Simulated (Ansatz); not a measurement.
# B32HN32: the cost of one run

Computed with Ansatz 0.2.0 (DFT PBE, scalar-relativistic, plane waves, PAW, unless a step's input says otherwise).

5 further runs of the same task are left out: 1 that didn't finish, 4 set aside as unsound or not needed.

## Step 1: The structure to begin with

It takes space group P6_3/mmc (No. 194, hexagonal). Conventional cell: a = 2.512 Å, b = 2.512 Å, c = 8.343 Å, α = 90.00°, β = 90.00°, γ = 120.00°. Around B (site symmetry -6m2) lie 3 N at 1.45 Å. Around N (site symmetry -6m2) lie 3 B at 1.45 Å.

Structure file:

```xyz
4
Lattice="2.5122 0.0000 0.0000 -1.2561 2.1756 0.0000 0.0000 0.0000 8.3432" Properties=species:S:1:pos:R:3 pbc="T T T"
B     0.0000    1.4504    2.0858
B     1.2561    0.7252    6.2574
N     0.0000    1.4504    6.2574
N     1.2561    0.7252    2.0858
```

It goes back to an entry of the Materials Project.

This cell was relaxed beforehand with the same method: volume 11.40 Å³/atom, gap on the mesh 4.40 eV.

The host's static dielectric tensor, from an earlier linear-response run, has a mean of 4.36.

The perfect supercell (rows 2 0 1; 2 0 -1; 0 4 0 in vectors of this cell) was computed beforehand with the same settings: E(σ→0) = -17357.2447 eV for 64 atoms, gap 5.18 eV on its own mesh.

## Step 2: The defect cell

The extra atom is put at (0.000, 0.000, 0.000) of the supercell, the middle of a void of radius 2.54 Å. The other atoms start on their ideal sites. Its neighbours are 6 N at 2.54 Å, 6 B at 2.54 Å.

## Step 3: Charge state 0

File input.yaml:

```yaml
crystal:
  lattice:
    - [5.0243623083, 0.0, 8.3431560662]
    - [5.0243623083, 0.0, -8.3431560662]
    - [-5.0243623083, 8.7024507937, 0.0]
  atoms:
    - { symbol: B, position: [0.2083333333, 0.9583333333, 0.1666666667], spin: 0.077 }
    - { symbol: B, position: [0.2083333333, 0.9583333333, 0.4166666667] }
    - { symbol: B, position: [0.2083333333, 0.9583333333, 0.6666666667] }
    - { symbol: B, position: [0.2083333333, 0.9583333333, 0.9166666667], spin: 0.077 }
    - { symbol: B, position: [0.4583333333, 0.2083333333, 0.1666666667] }
    - { symbol: B, position: [0.4583333333, 0.2083333333, 0.4166666667] }
    - { symbol: B, position: [0.4583333333, 0.2083333333, 0.6666666667] }
    - { symbol: B, position: [0.4583333333, 0.2083333333, 0.9166666667] }
    - { symbol: B, position: [0.7083333333, 0.4583333333, 0.1666666667] }
    - { symbol: B, position: [0.7083333333, 0.4583333333, 0.4166666667] }
    - { symbol: B, position: [0.7083333333, 0.4583333333, 0.6666666667] }
    - { symbol: B, position: [0.7083333333, 0.4583333333, 0.9166666667] }
    - { symbol: B, position: [0.9583333333, 0.7083333333, 0.1666666667] }
    - { symbol: B, position: [0.9583333333, 0.7083333333, 0.4166666667] }
    - { symbol: B, position: [0.9583333333, 0.7083333333, 0.6666666667] }
    - { symbol: B, position: [0.9583333333, 0.7083333333, 0.9166666667], spin: 0.077 }
    - { symbol: B, position: [0.5416666667, 0.7916666667, 0.0833333333] }
    - { symbol: B, position: [0.5416666667, 0.7916666667, 0.3333333333] }
    - { symbol: B, position: [0.5416666667, 0.7916666667, 0.5833333333] }
    - { symbol: B, position: [0.5416666667, 0.7916666667, 0.8333333333] }
    - { symbol: B, position: [0.7916666667, 0.0416666667, 0.0833333333], spin: 0.077 }
    - { symbol: B, position: [0.7916666667, 0.0416666667, 0.3333333333] }
    - { symbol: B, position: [0.7916666667, 0.0416666667, 0.5833333333] }
    - { symbol: B, position: [0.7916666667, 0.0416666667, 0.8333333333], spin: 0.077 }
    - { symbol: B, position: [0.0416666667, 0.2916666667, 0.0833333333], spin: 0.077 }
    - { symbol: B, position: [0.0416666667, 0.2916666667, 0.3333333333] }
    - { symbol: B, position: [0.0416666667, 0.2916666667, 0.5833333333] }
    - { symbol: B, position: [0.0416666667, 0.2916666667, 0.8333333333] }
    - { symbol: B, position: [0.2916666667, 0.5416666667, 0.0833333333] }
    - { symbol: B, position: [0.2916666667, 0.5416666667, 0.3333333333] }
    - { symbol: B, position: [0.2916666667, 0.5416666667, 0.5833333333] }
    - { symbol: B, position: [0.2916666667, 0.5416666667, 0.8333333333] }
    - { symbol: "N", position: [0.4583333333, 0.7083333333, 0.1666666667] }
    - { symbol: "N", position: [0.4583333333, 0.7083333333, 0.4166666667] }
    - { symbol: "N", position: [0.4583333333, 0.7083333333, 0.6666666667] }
    - { symbol: "N", position: [0.4583333333, 0.7083333333, 0.9166666667] }
    - { symbol: "N", position: [0.7083333333, 0.9583333333, 0.1666666667] }
    - { symbol: "N", position: [0.7083333333, 0.9583333333, 0.4166666667] }
    - { symbol: "N", position: [0.7083333333, 0.9583333333, 0.6666666667] }
    - { symbol: "N", position: [0.7083333333, 0.9583333333, 0.9166666667], spin: 0.077 }
    - { symbol: "N", position: [0.9583333333, 0.2083333333, 0.1666666667], spin: 0.077 }
    - { symbol: "N", position: [0.9583333333, 0.2083333333, 0.4166666667] }
    - { symbol: "N", position: [0.9583333333, 0.2083333333, 0.6666666667] }
    - { symbol: "N", position: [0.9583333333, 0.2083333333, 0.9166666667], spin: 0.077 }
    - { symbol: "N", position: [0.2083333333, 0.4583333333, 0.1666666667] }
    - { symbol: "N", position: [0.2083333333, 0.4583333333, 0.4166666667] }
    - { symbol: "N", position: [0.2083333333, 0.4583333333, 0.6666666667] }
    - { symbol: "N", position: [0.2083333333, 0.4583333333, 0.9166666667] }
    - { symbol: "N", position: [0.2916666667, 0.0416666667, 0.0833333333], spin: 0.077 }
    - { symbol: "N", position: [0.2916666667, 0.0416666667, 0.3333333333] }
    - { symbol: "N", position: [0.2916666667, 0.0416666667, 0.5833333333] }
    - { symbol: "N", position: [0.2916666667, 0.0416666667, 0.8333333333] }
    - { symbol: "N", position: [0.5416666667, 0.2916666667, 0.0833333333] }
    - { symbol: "N", position: [0.5416666667, 0.2916666667, 0.3333333333] }
    - { symbol: "N", position: [0.5416666667, 0.2916666667, 0.5833333333] }
    - { symbol: "N", position: [0.5416666667, 0.2916666667, 0.8333333333] }
    - { symbol: "N", position: [0.7916666667, 0.5416666667, 0.0833333333] }
    - { symbol: "N", position: [0.7916666667, 0.5416666667, 0.3333333333] }
    - { symbol: "N", position: [0.7916666667, 0.5416666667, 0.5833333333] }
    - { symbol: "N", position: [0.7916666667, 0.5416666667, 0.8333333333] }
    - { symbol: "N", position: [0.0416666667, 0.7916666667, 0.0833333333], spin: 0.077 }
    - { symbol: "N", position: [0.0416666667, 0.7916666667, 0.3333333333] }
    - { symbol: "N", position: [0.0416666667, 0.7916666667, 0.5833333333] }
    - { symbol: "N", position: [0.0416666667, 0.7916666667, 0.8333333333], spin: 0.077 }
    - { symbol: H, position: [0.0, 0.0, 0.0], spin: 0.077 }
  host:
    lattice:
      - [2.5121811542, 0.0, 0.0]
      - [-1.2560905771, 2.1756126984, 0.0]
      - [0.0, 0.0, 8.3431560662]
    atoms:
      - { symbol: B, position: [0.3333333333, 0.6666666667, 0.25] }
      - { symbol: B, position: [0.6666666667, 0.3333333333, 0.75] }
      - { symbol: "N", position: [0.3333333333, 0.6666666667, 0.75] }
      - { symbol: "N", position: [0.6666666667, 0.3333333333, 0.25] }
basis:
  ecutwfc: 420
  xc_grid: 2
kpoints:
  mp_grid: { grid: [1, 1, 1], shift: [0.0, 0.0, 0.0] }
hamiltonian:
  xc: pbe
scf:
  occupations: { method: gaussian, width: 0.01 }
output:
  forces: true
  stress: false
  eigenvalues: true
  populations: true
  charged_corrections:
    defect_position: [0.0, 0.0, 0.0]
    epsilon: [[5.4678, 0.0, 0.0], [0.0, 5.4678, 0.0], [0.0, 0.0, 2.1413]]
magnetization:
  spin_polarized: true
relax:
  adjacent_minimum: "off"
  f_tol: 0.025
  max_steps: 45
```

Started as:

```sh
$ ansatz run input.yaml --threads 4 --pin off --max-ram 8192MiB --backend cpu --events-out ev --progress --plain --runs-dir out
```

**Question.** How long does this run take on 4 threads of Arm Neoverse V1, shared host, and how much memory does it need?

About 39 s, with a peak of 1.2 GiB.
